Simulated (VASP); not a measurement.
**VASP 6.6.1 run: HfO₂**

INCAR

```
LREAL = .FALSE.
NBANDS = 18
ENCUT = 520
LASPH = .TRUE.
ISIF = 2
PREC = Accurate
GGA = PE
SIGMA = 0.1
EDIFF = 1E-7
NELM = 120
NSW = 0
IBRION = -1
LCHARG = .FALSE.
ISMEAR = -1
LWAVE = .FALSE.
```

KPOINTS

```
KPOINTS created by Atomic Simulation Environment
0
Gamma
8 8 8
0 0 0
```

POSCAR

```
Hf O
 1.0000000000000000
    -0.0364527718000000    2.5180213707000001    2.5180213707000001
     2.5180213707000001   -0.0364527718000000    2.5180213707000001
     2.5180213707000001    2.5180213707000001   -0.0364527718000000
 Hf  O
   1   2
Cartesian
 -0.0000000000000000  0.0000000000000000  0.0000000000000000
  1.2552713575367758  1.2552713575367758  1.2552713575367758
  3.7443186120632248  3.7443186120632248  3.7443186120632252
```

The recommended PBE PAW datasets give the neutral cell 22 valence electrons.

Command

```
mpirun -np 1 vasp_std
```

OSZICAR

```
N       E                     dE             d eps       ncg     rms          rms(c)
DAV:   1     0.928617018585E+02    0.92862E+02   -0.12630E+04  2340   0.121E+03
DAV:   2    -0.319048706893E+02   -0.12477E+03   -0.12143E+03  2990   0.288E+02
DAV:   3    -0.359977157264E+02   -0.40928E+01   -0.40761E+01  2676   0.464E+01
DAV:   4    -0.360216265919E+02   -0.23911E-01   -0.23904E-01  2890   0.396E+00
DAV:   5    -0.360217682570E+02   -0.14167E-03   -0.14166E-03  2632   0.285E-01    0.478E+01
DAV:   6    -0.303740464887E+02    0.56477E+01   -0.20207E+01  2380   0.323E+01    0.415E+01
DAV:   7    -0.302812012905E+02    0.92845E-01   -0.67476E-01  2684   0.672E+00    0.291E+01
DAV:   8    -0.302661921373E+02    0.15009E-01   -0.29274E-01  2548   0.495E+00    0.974E+00
DAV:   9    -0.302436602959E+02    0.22532E-01   -0.68275E-02  2486   0.220E+00    0.266E+00
DAV:  10    -0.302438618262E+02   -0.20153E-03   -0.33272E-03  2572   0.442E-01    0.179E-01
DAV:  11    -0.302439027376E+02   -0.40911E-04   -0.17289E-04  2706   0.113E-01    0.208E-01
DAV:  12    -0.302439154834E+02   -0.12746E-04   -0.37004E-05  2570   0.408E-02    0.141E-02
DAV:  13    -0.302439164314E+02   -0.94807E-06   -0.14676E-06  2798   0.911E-03    0.279E-03
DAV:  14    -0.302439166841E+02   -0.25264E-06   -0.17721E-07  2532   0.288E-03    0.474E-03
DAV:  15    -0.302439166336E+02    0.50462E-07   -0.61475E-09  1626   0.563E-04
   1 F= -.30243917E+02 E0= -.30243917E+02  d E =-.808528E-09
```

From OUTCAR

```
k-points           NKPTS =     65   k-points in BZ     NKDIM =     65   number of bands    NBANDS=     18

   NELECT =      22.0000    total number of electrons

   dimension x,y,z NGX =    28 NGY =   28 NGZ =   28
   dimension x,y,z NGXF=    56 NGYF=   56 NGZF=   56

  energy-cutoff  :      520.00
  volume of cell :       32.62
      direct lattice vectors                 reciprocal lattice vectors
    -0.036452772  2.518021371  2.518021371    -0.194307868  0.197162135  0.197162135
     2.518021371 -0.036452772  2.518021371     0.197162135 -0.194307868  0.197162135
     2.518021371  2.518021371 -0.036452772     0.197162135  0.197162135 -0.194307868

 k-points in reciprocal lattice and weights: KPOINTS created by Atomic Simulation Env
   0.00000000  0.00000000  0.00000000       0.002
   0.12500000  0.00000000  0.00000000       0.012
   0.25000000  0.00000000  0.00000000       0.012
   0.37500000  0.00000000  0.00000000       0.012
   0.50000000  0.00000000  0.00000000       0.006
   0.12500000  0.12500000  0.00000000       0.012
   0.25000000  0.12500000  0.00000000       0.023
   0.37500000  0.12500000  0.00000000       0.023
   ...

 E-fermi :   6.1771

 k-point     1 :       0.0000    0.0000    0.0000
  band No.  band energies     occupation
      1     -25.4279      2.00000
      2     -25.4279      2.00000
      3     -25.4209      2.00000
      4     -14.4569      2.00000
      5     -11.4300      2.00000
      6      -1.0918      2.00000
      7      -1.0918      2.00000
      8      -1.0144      2.00000
      9       3.6301      2.00000
     10       3.6763      2.00000
     11       3.6763      2.00000
     12       8.1459      0.00000
     13       8.1459      0.00000
     14      10.0932      0.00000
     15      14.6182      0.00000
     16      14.6182      0.00000
     17      14.7644      0.00000
     18      17.7517      0.00000

 k-point     2 :       0.1250    0.0000    0.0000
  band No.  band energies     occupation
      1     -25.4931      2.00000
      2     -25.4344      2.00000
      3     -25.4291      2.00000
      4     -14.2526      2.00000
      5     -11.5961      2.00000
      6      -0.9410      2.00000
      7      -0.8790      2.00000
      8      -0.6709      2.00000
      9       3.2134      2.00000
     10       3.3692      2.00000
     11       3.3901      2.00000
     12       8.4164      0.00000
     13       8.4392      0.00000
     14      10.7042      0.00000
     15      13.9225      0.00000
     16      14.3407      0.00000
     17      14.4903      0.00000
     18      17.7064      0.00000

 k-point     3 :       0.2500    0.0000    0.0000
  band No.  band energies     occupation
      1     -25.6467      2.00000
      2     -25.4502      2.00000
      3     -25.4468      2.00000
      4     -13.7664      2.00000
      5     -11.9345      2.00000
      6      -0.5630      2.00000
      7      -0.5198      2.00000
      8       0.2892      2.00000
      9       2.3111      2.00000
     10       2.8544      2.00000
     11       2.8795      2.00000
     12       8.8078      0.00000
     13       8.8949      0.00000
     14      11.3311      0.00000
     15      13.3961      0.00000
     16      13.8517      0.00000
     17      14.0251      0.00000
     18      16.8764      0.00000

 ...

  Total        0.0149837      0.0149837      0.0149837      0.2024834      0.2024834      0.2024834
  in kB        0.7358544      0.7358544      0.7358544      9.9440324      9.9440324      9.9440324
  external PRESSURE =       0.7358544 kB  Pullay stress =       0.0000000 kB

 POSITION                                       TOTAL-FORCE (eV/Angst)
 -----------------------------------------------------------------------------------
      0.00000      0.00000      0.00000         0.000000      0.000000     -0.000000
      1.25527      1.25527      1.25527         0.002729      0.002729      0.002729
      3.74432      3.74432      3.74432        -0.002729     -0.002729     -0.002729
 -----------------------------------------------------------------------------------
    total drift:                                0.000000      0.000000      0.000000

  FREE ENERGIE OF THE ION-ELECTRON SYSTEM (eV)
  ---------------------------------------------------
  free  energy   TOTEN  =       -30.2439166336 eV

  energy  without entropy=      -30.2439166328  energy(sigma->0) =      -30.24391663
```

It converged. Results: gap between bands v and c on the k mesh 3.80 eV; least direct gap on the k mesh 3.80 eV; pressure 0.1 GPa. Band v is the last that the valence electrons fill when counted band by band, and c is the next.

For comparison, a separate PBE run of the intended cell, on usual settings and not on those above, gives a gap of 3.80 eV on its mesh and a pressure of 0.1 GPa.

The run above took about 35 s on one core of a shared host (Intel Xeon Platinum 8488C) and held 0.18 GiB at most.
